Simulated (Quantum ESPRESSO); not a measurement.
Runs of Quantum ESPRESSO 7.5 on Mo. It takes space group Im-3m (No. 229, cubic). The conventional cell has a = 3.168 Å, b = 3.168 Å, c = 3.168 Å, α = 90.00°, β = 90.00°, γ = 90.00°. Around Mo (site symmetry m-3m) lie 8 Mo at 2.74 Å. 

| U | gap on the mesh (eV) | pressure (GPa) |
| --- | --- | --- |
| Mo d U = 8.0 eV | none | (a) |
| Mo d U = 4.0 eV | none | -11.0 |
| Mo d U = 2.0 eV | none | -13.6 |
| Mo d U = 6.0 eV | none | (b) |
| Mo d U = 0.0001 eV | none | -14.9 |

Alike in all rows: task Hubbard U by linear response; level LDA+U; potentials or basis GBRV 1.5 LDA; no spin polarisation; cell as given; k mesh 10 × 10 × 10; cutoff (eV) 612; smearing cold 0.2 eV.

Task: Estimate the missing entries.

Result: (a) 4.1; (b) -6.4.

Caveats: the computed U isn't converged in cell size; U without spin polarisation on a metal has little footing; the U is typed as a test and isn't derived for this compound.

A k mesh can miss the band edges, and the runs leave out spin-orbit coupling on Mo.

A gap of «none» marks a metal or a gap under the smearing width.

Runs at the PBE level aren't shown here.
